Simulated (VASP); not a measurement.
ZnO (zincite):

```xyz
4
Lattice="3.2493 0.0000 0.0000 -1.6247 2.8140 0.0000 0.0000 0.0000 5.2057" Properties=species:S:1:pos:R:3 pbc="T T T"
Zn    0.0000    1.8760    2.6029
Zn    1.6247    0.9380    0.0000
O     1.6247    0.9380    1.9730
O     0.0000    1.8760    4.5759
```

Base run:

- Program: VASP 6.6.1
- Functional: r2SCAN
- Potentials or basis: VASP PAW PBE potentials, release 64 (Zn, O)
- Cutoff: 520 eV
- k mesh: 8 × 8 × 5
- Occupations: fermi-dirac, width 0.02 eV
- Spin: no spin polarisation

Its results: band gap on the k mesh 1.23 eV, direct; pressure -0.1 GPa; largest force 0.086 eV/Å.

Problem. After a change of settings the same cell gave: band gap on the k mesh 0.79 eV, direct; pressure 6.0 GPa; largest force 0.074 eV/Å. Which change was it?
A. functional from r2SCAN to PBEsol; cutoff from 520 eV to 600 eV
B. functional from r2SCAN to PBE
C. functional from r2SCAN to PBEsol; k mesh from 8 × 8 × 5 to 12 × 12 × 7

Solution. B.

r2SCAN gives the wider gap, since meta-GGAs in the generalised Kohn-Sham scheme recover part of the derivative discontinuity.

Caveats: an odd mesh through Γ misses points on the zone boundary, where band edges often lie; the PAW data sets were made with another functional, which shifts forces and pressure a little (some runs).

Not every run made on this cell is shown here.
